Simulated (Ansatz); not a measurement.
The following input was run with Ansatz 0.2.0.

```yaml
crystal:
  lattice:
    - [2.9384580613, 0.0, 0.0]
    - [-1.4692290307, 2.5447793291, 0.0]
    - [0.0, 0.0, 28.9519020424]
  atoms:
    - { symbol: Ti, position: [0.6666666667, 0.3333333333, 0.2590503377] }
    - { symbol: Ti, position: [0.3333333333, 0.6666666667, 0.3393668918] }
    - { symbol: Ti, position: [0.6666666667, 0.3333333333, 0.4196834459] }
    - { symbol: Ti, position: [0.3333333333, 0.6666666667, 0.5] }
    - { symbol: Ti, position: [0.6666666667, 0.3333333333, 0.5803165541] }
    - { symbol: Ti, position: [0.3333333333, 0.6666666667, 0.6606331082] }
    - { symbol: Ti, position: [0.6666666667, 0.3333333333, 0.7409496623] }
basis:
  ecutwfc: 420
kpoints:
  mp_grid: { grid: [12, 12, 1] }
hamiltonian:
  xc: pbe
scf:
  occupations: { method: gaussian, width: 1.5 }
output:
  forces: true
  stress: true
  eigenvalues: true
efield:
  axis: 3
  dipole_correction: true
  ramp_width: 0.04
```

Launched with
```bash
ansatz run input.yaml --threads 1 --pin off --max-ram 2560MiB --backend cpu --events-out ev --progress --plain --runs-dir out
```

Computed with Ansatz 0.2.0, DFT PBE, scalar-relativistic, plane waves, PAW.

Abridged output:

```
band count auto-derived: 65 (N_el = 84.0; filled up to band 42; 51 by the electrons, moments and atoms)
Pseudopotentials: kind: paw
Pseudopotential: Ti, paw, valence charge 12, recommended cutoff 420 eV (normal)
Functional definition: PBE
Crystal: 7 atoms, lattice volume = 216.494 Å³
Basis set: ecut = 420 eV, 4177 PW (Γ), exchange–correlation on 40×40×400 points (8 copies of the dense FFT grid, shifted against one another)
Bands: 65, of which v1, the nominal top of the filled ones, is band 42 counted from 1 (41 counted from 0)
Symmetry: 6 space group operations
k-points: 19 of 144 (time reversal used)
Initial density: superposition of atomic densities (neutral atoms: chi_scale 0, normalization atom), corrected by the library's trained network
Initial wavefunctions: pseudopotential atomic-orbital guess
Functional: x = pbe(κ = 0.804, μ = 0.21951497), c = pbe(β = 0.06672455)
SCF iter   1: F=—  HF=-17502.455272 eV  |F-HF|=—  |Δ(HF+E_count)|=         —  Δρ=1.65e-2  dr2=8.03e0  ethr=1.77e-3  p=0.000 e·Å  D=1.29e-13 V/Å  ΔV_dip= 0.00 eV  dr2_dipole=2.11e-9  V_vac-E_F(+/−)=4.34/4.34 eV  ⟨swp⟩=12.7  Hψ=13255  notcnv=0
efield: sawtooth ramp at fractional position 0.9800 (placed from the atoms, in the widest stretch of the axis that holds none; the zero of the levels goes with the place), width 0.0400; the density the first Hamiltonian is built on has a dipole p = 0.000 e·Å; the dipole correction subtracts the counter field D = 1.29e-13 V/Å, which shifts the + side's vacuum level by  0.00 eV against the − side's; the planar-averaged density in the ramp window peaks in size at 1.3e-4 e/Å³
automatic band count: the SCF goes on with 88 bands, as 65 were too few: the levels above may hold too much charge
SCF iter   2: F=—  HF=-17502.319875 eV  |F-HF|=—  |Δ(HF+E_count)|=   1.35e-1  Δρ=7.03e-3  dr2=8.67e-2  ethr=1.77e-3  p=0.000 e·Å  D=1.22e-6 V/Å  ΔV_dip= 0.00 eV  dr2_dipole=2.87e-9  V_vac-E_F(+/−)=4.40/4.40 eV  ⟨swp⟩=2.2  Hψ=2361  notcnv=0
SCF iter   3: F=—  HF=-17502.313442 eV  |F-HF|=—  |Δ(HF+E_count)|=   6.43e-3  Δρ=3.56e-3  dr2=3.11e-2  ethr=1.03e-4  p=0.000 e·Å  D=7.09e-7 V/Å  ΔV_dip= 0.00 eV  dr2_dipole=7.70e-9  V_vac-E_F(+/−)=4.42/4.42 eV  ⟨swp⟩=2.5  Hψ=2732  notcnv=0
SCF iter   4: F=—  HF=-17502.305885 eV  |F-HF|=—  |Δ(HF+E_count)|=   7.56e-3  Δρ=1.36e-3  dr2=5.47e-3  ethr=3.71e-5  p=0.000 e·Å  D=2.74e-7 V/Å  ΔV_dip= 0.00 eV  dr2_dipole=2.43e-9  V_vac-E_F(+/−)=4.41/4.41 eV  ⟨swp⟩=2.7  Hψ=2257  notcnv=0
SCF iter   5: F=—  HF=-17502.304849 eV  |F-HF|=—  |Δ(HF+E_count)|=   1.04e-3  Δρ=2.99e-4  dr2=3.38e-4  ethr=6.52e-6  p=0.000 e·Å  D=2.64e-7 V/Å  ΔV_dip= 0.00 eV  dr2_dipole=7.92e-11  V_vac-E_F(+/−)=4.40/4.40 eV  ⟨swp⟩=2.7  Hψ=2601  notcnv=0
SCF iter   6: F=—  HF=-17502.304789 eV  |F-HF|=—  |Δ(HF+E_count)|=   6.02e-5  Δρ=6.77e-5  dr2=1.06e-5  ethr=4.02e-7  p=0.000 e·Å  D=1.34e-7 V/Å  ΔV_dip= 0.00 eV  dr2_dipole=1.95e-11  V_vac-E_F(+/−)=4.40/4.40 eV  ⟨swp⟩=2.1  Hψ=2036  notcnv=0
SCF iter   7: F=—  HF=-17502.304745 eV  |F-HF|=—  |Δ(HF+E_count)|=   4.40e-5  Δρ=1.10e-5  dr2=3.18e-7  ethr=1.26e-8  p=0.000 e·Å  D=5.90e-8 V/Å  ΔV_dip= 0.00 eV  dr2_dipole=3.63e-13  V_vac-E_F(+/−)=4.40/4.40 eV  ⟨swp⟩=2.8  Hψ=3078  notcnv=0
SCF iter   8: F=-17502.304745 eV  HF=-17502.304745 eV  |F-HF|=6.55e-10  |Δ(HF+E_count)|=   4.34e-8  Δρ=3.10e-6  dr2=2.48e-8  ethr=1.19e-10  p=0.000 e·Å  D=2.54e-8 V/Å  ΔV_dip= 0.00 eV  dr2_dipole=1.62e-15  V_vac-E_F(+/−)=4.40/4.40 eV  ⟨swp⟩=16.9  Hψ=9169  notcnv=0
SCF 1 converged in 8 iterations: F = -17502.304745 eV  dr2 = 2.48e-8
SCF converged after 8 iterations
Free energy (F): -17502.304745 eV
Harris-Foulkes:  -17502.304745 eV  (|F-HF|=6.55e-10)
Internal energy: -17489.545361 eV  (E = F + TS)
E sigma→0 (E₀):  -17495.925053 eV
Entropy (-TS):   -12.759384 eV (-1822.769 meV/atom)
Fermi energy:    5.694071 eV
Dipole field:    D =  0.000000 V/Å  (p =  0.000000 e·Å, saw-weighted, corrected)
Work function:   Φ+ = 4.3952 eV   Φ− = 4.3952 eV
Levels:          The Fermi level and band energies are counted from a zero that moves with the ramp; work functions are not
--- Per-component energies (eV) ---
  E_band       = -1720.820039
  E_kinetic    = 1911.843295
  E_local      = -86110.952939  (includes V_loc(G=0)·N_el)
  E_nonlocal   = 65.836067
  E_hartree    = 42231.830898
  E_xc         = -678.784852
  E_vxc        = -848.865794  (∫ρ·V_xc dr)
  E_paw        = -7337.312158  (= ΣΔE_a)
  E_vpaw       = -1202.340591  (= ΣTr[D̂ρ^β])
  E_aug_tail   = 0.000821  (compensation charges beyond the density's cutoff)
  E_efield     = 0.000000  (sawtooth field / dipole correction)
  E_vefield    = 0.000000  (∫n·V_field dr)
  E_ewald      = 32427.993507
  E_smearing   = -12.759384  (= −TS)
--- Forces (eV/Å), atoms counted from 1 ---
  atom   1  Ti     0.00000000     0.00000000    -0.27584244
  atom   2  Ti     0.00000000     0.00000000    -0.22136240
  atom   3  Ti     0.00000000     0.00000000     0.00870745
  atom   4  Ti     0.00000000     0.00000000     0.00000043
  atom   5  Ti     0.00000000     0.00000000    -0.00870791
  atom   6  Ti     0.00000000     0.00000000     0.22136230
  atom   7  Ti     0.00000000     0.00000000     0.27584253
--- Stress (GPa, compression-positive) ---
        3.223176       0.000000       0.000000
        0.000000       3.223176       0.000000
        0.000000       0.000000       4.341633
  P = ⅓ Tr σ = 3.5960 GPa (35.960 kbar)
--- Band table (eV; the first three rows and the last of 19) ---
  k-point 0: bands = ["-50.9192", "-50.9192", "-50.7784", "-50.7542", "-50.7212", "-50.6850", "-50.6576", "-27.4015", "-27.3813", "-27.2706", "-27.1221", "-26.9567", "-26.9077", "-26.9077", "-26.9077", "-26.9077", "-26.8023", "-26.7853", "-26.7853", "-26.7682", "-26.7682", "-26.7442", "-26.7442", "-26.7170", "-26.7170", "-26.6964", "-26.6964", "-26.6917", "-0.2897", "0.1188", "0.7398", "1.4886", "2.2348", "2.7960", "3.0705", "5.6738", "5.7060", "5.9820", "6.1035", "6.2561", "6.4160", "6.5312", "6.5312", "6.5376", "6.5376", "6.5389", "6.6280", "6.6280", "6.6288", "6.6288", "6.7518", "6.7518", "6.7604", "6.9257", "6.9257", "7.0988", "7.0988", "7.6860", "7.6860", "7.9573", "7.9573", "8.2919", " ...
  k-point 1: bands = ["-50.9140", "-50.9140", "-50.7718", "-50.7485", "-50.7165", "-50.6813", "-50.6546", "-27.3892", "-27.3719", "-27.2641", "-27.1238", "-26.9763", "-26.9405", "-26.9282", "-26.9156", "-26.9156", "-26.8248", "-26.8108", "-26.7956", "-26.7953", "-26.7768", "-26.7615", "-26.7512", "-26.7473", "-26.7226", "-26.7204", "-26.7009", "-26.6903", "-0.0970", "0.3059", "0.9196", "1.6622", "2.4065", "2.9658", "3.2309", "5.6225", "5.6574", "5.8409", "5.9051", "6.1302", "6.1849", "6.3481", "6.3649", "6.4277", "6.5009", "6.6311", "6.6389", "6.6468", "6.7157", "6.7423", "6.7549", "6.8660", "6.9207", "6.9364", "7.0341", "7.0495", "7.2167", "7.5878", "7.5996", "7.9011", "7.9161", "8.2562", " ...
  k-point 2: bands = ["-50.8998", "-50.8998", "-50.7535", "-50.7328", "-50.7039", "-50.6714", "-50.6468", "-27.3563", "-27.3469", "-27.2473", "-27.1369", "-27.0503", "-27.0246", "-26.9766", "-26.9370", "-26.9370", "-26.9067", "-26.8725", "-26.8684", "-26.8247", "-26.8218", "-26.8006", "-26.7999", "-26.7704", "-26.7516", "-26.7383", "-26.7140", "-26.7017", "0.4554", "0.8382", "1.4240", "2.1397", "2.8700", "3.4213", "3.6516", "5.2989", "5.3226", "5.5694", "5.5781", "5.7443", "5.8846", "6.0133", "6.0886", "6.2139", "6.3548", "6.6084", "6.6188", "6.8248", "6.8577", "6.8977", "6.9163", "7.0116", "7.0668", "7.1959", "7.2126", "7.2802", "7.4663", "7.5198", "7.5363", "7.8516", "7.9338", "8.2106", "8 ...
  k-point 18: bands = ["-50.8313", "-50.8313", "-50.6466", "-50.6466", "-50.6359", "-50.6346", "-50.6346", "-27.2745", "-27.2707", "-27.2677", "-27.2612", "-27.2487", "-27.2482", "-27.1856", "-27.1730", "-27.1615", "-27.1147", "-27.1130", "-27.0684", "-27.0590", "-27.0255", "-27.0038", "-26.9631", "-26.9192", "-26.8691", "-26.8579", "-26.8010", "-26.7990", "4.2347", "4.3591", "4.4624", "4.4868", "4.4938", "4.5313", "4.5654", "4.5804", "4.5839", "4.6489", "4.7140", "5.0730", "5.1166", "5.6043", "5.7376", "5.7710", "5.9595", "5.9658", "5.9666", "6.0200", "6.1395", "6.1686", "7.3743", "7.3791", "7.5290", "7.9112", "8.3970", "8.3984", "8.4699", "9.0273", "9.0475", "9.0753", "9.0846", "9.1295", " ...
```

Self-consistency was reached.

The run took 23 s on 1 thread of Intel(R) Xeon(R) Platinum 8488C (Sapphire Rapids), with other jobs on the host, peak memory 0.66 GiB.